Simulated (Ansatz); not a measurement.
## What sets the O vacancy content of In$_{2}$O$_{3}$

Method: DFT PBE, scalar-relativistic, plane waves, PAW in Ansatz 0.2.0.

Cutoff 420 eV; k points 6×6×4 on the computed 19-atom cell (Γ-centred); Gaussian smearing, width 0.02 eV; no spin polarisation.

The ordered crystal (R-3c, 13.24 Å³/atom, a gap on the mesh of 0.97 eV), relaxed at this level:

```cif
data_structure
_symmetry_space_group_name_H-M 'R-3c:H'
_symmetry_Int_Tables_number 167
_cell_length_a 5.5753
_cell_length_b 5.5753
_cell_length_c 14.7589
_cell_angle_alpha 90.000
_cell_angle_beta 90.000
_cell_angle_gamma 120.000
_cell_volume 397.30
loop_
_atom_site_label
_atom_site_type_symbol
_atom_site_symmetry_multiplicity
_atom_site_Wyckoff_symbol
_atom_site_fract_x
_atom_site_fract_y
_atom_site_fract_z
_atom_site_occupancy
In1 In 12 c 0.66667 0.33333 0.19053 1
O1 O 18 e 0.62994 0.66667 0.41667 1
```

The crystal stands on its own mesh of 6×6×6. The changed cells were relaxed on coarser meshes and computed once more on meshes like the one named, which can leave forces up to 0.25 eV/Å.

The crystal forms from the elements' standard states with -1.527 eV/atom, or -2.54 eV per O. From a supercell of 20 atoms neutral O atoms were removed at random and the cells relaxed:

```json
{"O removed": "1", "energy a vacancy, O-rich (eV)": "3.53", "volume / perfect": "0.991", "gap on mesh (eV)": "0.65"}
{"O removed": "2", "energy a vacancy, O-rich (eV)": "3.57", "volume / perfect": "0.980", "gap on mesh (eV)": "0.79"}
```

Task: Over what range can the formation energy of the neutral O vacancy move?

Result: With k vacancies in the cell, E_v = [E(defect cell) − E(perfect cell)]/k + μ(O). With μ counted from the standard state, the compound is stable against the two elements for -2.54 eV ≤ Δμ ≤ 0, so for the most dilute cell E_v runs from 3.53 eV (O-rich) to 3.53 − 2.54 = 0.99 eV (In-rich). At 1000 K the site fraction 1/[1 + exp(E_v/k_BT)] spans 2e-18 to 1e-5. Other phases of the two elements can narrow the range. Vacancies of In, antisites and interstitials weren't computed and can be far cheaper. Even the most dilute cell lacks 8.3 % of its O, far from an isolated defect.

Task: Turn Δμ into temperature and pressure of O₂.

Result: For an ideal gas Δμ = ½[H(T) − H(0) − T S(T)] + ½ k_BT ln(p/1 bar), with H(298 K) − H(0) = 8.7 kJ/mol, S(298 K) = 205.2 J/(mol K) and a constant C_p = 29.4 J/(mol K):
| T (K) | p (bar) | Δμ (eV) | E_v (eV) | site fraction |
| --- | --- | --- | --- | --- |
| 800 | 1 | -0.85 | 2.68 | 1e-17 |
| 800 | 1e-10 | -1.64 | 1.89 | 1e-12 |
| 800 | 1e-20 | -2.44 | 1.09 | 1e-7 |
| 1200 | 1 | -1.35 | 2.18 | 7e-10 |
| 1200 | 1e-10 | -2.54 | 0.99 | 7e-5 |
| 1200 | 1e-20 | -3.73 | -0.20 | decomposes |

Below Δμ = -2.54 eV the compound isn't stable against In and gas. The solid's vibrations, the molecule's zero-point energy, charged vacancies (often cheaper in a gapped crystal) and the functional's error for O₂ are left out.

With 2 vacancies the cost is 3.57 eV each against 3.53 eV: in these draws vacancies change each other's cost by 0.15 eV each at most.

Cost: 5 runs of about 15 core-minutes in all (earlier runs that led there not counted), on Intel Xeon 6975P-C (Granite Rapids) (shared hosts).